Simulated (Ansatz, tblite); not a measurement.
AgI: GFN1-xTB, run from Python

These are simulated results from tblite 0.8.0, not measurements. The cell began as a measured structure and was relaxed with r2SCAN in plane waves (Ansatz 0.2.0). All runs are without spin polarisation.

Space group F-43m (No. 216), cubic; a = 6.577 Å in the conventional setting, 35.57 Å³ an atom. Ag is surrounded by 4 I at 2.85 Å; I is surrounded by 4 Ag at 2.85 Å.

tblite solves periodic systems at the zone centre alone, so the script builds a cluster of 2×2×2 conventional cells (64 atoms), which folds in a coarse mesh of k points.

run.py reads:

```python
import json
from ase import Atoms
from ase.build import make_supercell
from ase.units import Bohr, GPa, Hartree
from tblite.interface import Calculator

atoms = Atoms(['Ag', 'I'],
              cell=[[0.0, 3.288633, 3.288633], [3.288633, 0.0, 3.288633], [3.288633, 3.288633, 0.0]],
              scaled_positions=[[-0.0, 0.0, 0.0], [0.25, 0.25, 0.25]],
              pbc=True)
cluster = make_supercell(atoms, [[-2, 2, 2], [-2, -2, 2], [2, -2, 2]])
calc = Calculator('GFN1-xTB', cluster.numbers, cluster.positions / Bohr, lattice=cluster.cell[:] / Bohr, periodic=cluster.pbc)
calc.set('temperature', 0.02 / Hartree)
calc.set('max-iter', 150)
res = calc.singlepoint()
levels = res.get('orbital-energies') * Hartree
nv = round(res.get('orbital-occupations').sum() / 2)
cells = len(cluster) // len(atoms)
out = {'energy_per_cell': res.get('energy') * Hartree / cells, 'homo': levels[nv - 1], 'lumo': levels[nv],
       'stress': (-res.get('virial') * Hartree / cluster.get_volume() / GPa).tolist(), 'charges': res.get('charges')[:len(atoms)].tolist(), 'electrons': 2 * nv / cells}
json.dump(out, open('results.json', 'w'))
for key, value in out.items():
    print(key, value)
```

Command: `python run.py`. It took 3.8 s on 1 thread of Arm Neoverse N1, with other jobs on the host, peak memory 0.14 GiB.

The log:

```
------------------------------------------------------------
  cycle        total energy    energy error   density error
------------------------------------------------------------
      1     -251.0519245074  -2.5075608E+02   8.6495351E-01
      2     -252.3149654230  -1.2630409E+00   5.2166487E-01
      3     -252.1467388830   1.6822654E-01   2.5723550E-01
      4     -252.7203327485  -5.7359387E-01   4.8858066E-03
      5     -252.7203543455  -2.1596987E-05   2.1807786E-03
      6     -252.7203667786  -1.2433097E-05   6.1972524E-05
      7     -252.7203668353  -5.6777083E-08   4.6305071E-06
------------------------------------------------------------

 total:                                   2.832 sec
energy_per_cell -214.90223306799834
homo -8.631161319793977
lumo -5.968686026261608
stress [[0.563732691590769, 4.715270949033067e-08, -4.7152715480013e-08], [4.7152709650816854e-08, 0.5637326915907566, -4.7152718514430725e-08], [-4.7152715500126445e-08, -4.715271855021392e-08, 0.5637326915907445]]
charges [0.053903352115657, -0.05390380007224083]
electrons 18.0
```

The cycle table is in hartree for the whole cluster, and the lines after it are in eV (the energy for one cell). The printed stress is in GPa and positive in compression, and the pressure is its mean diagonal.

GFN1-xTB gives a gap of 2.66 eV. On the same cell, plane-wave PBE (Ansatz, 6×6×6 k points and the special points) gives a gap of 1.34 eV and r2SCAN a gap of 1.82 eV; on shared hosts these took about 5.8 and 15 core-seconds on the 2-atom cell, against 3.8 for the script. Spin-orbit coupling, left out in all these runs, can cut or reorder the gap by tenths of an eV, up to about 1 eV with Pb or Bi. xTB was fitted to molecules, so gaps, charges and pressures of solids can be far off, and the gap also depends on the size of the cluster.

The same script was run on cells scaled at fixed shape and fractional coordinates:

| volume (Å³/atom) | energy (meV/atom) | pressure (GPa, positive in compression) | gap (eV) |
| --- | --- | --- | --- |
| 31.30 | 108.1 | 8.56 | 2.59 |
| 33.43 | 27.8 | 3.81 | 2.63 |
| 35.57 | 0.0 | 0.56 | 2.66 |
| 37.70 | 8.5 | -1.70 | 2.68 |
| 39.83 | 42.5 | -3.31 | 2.68 |

A Birch-Murnaghan fit puts the minimum at 36.02 Å³/atom, 1.3 % above the given cell, with a bulk modulus of 42.3 GPa at fixed shape.

xTB was fitted mostly to molecules, and a small cluster samples few k points, so gaps, pressures and kinks along a curve can be far from a solid's.

No spin-orbit coupling is included; it can move band edges with weight on the heavy atoms by tenths of an eV.
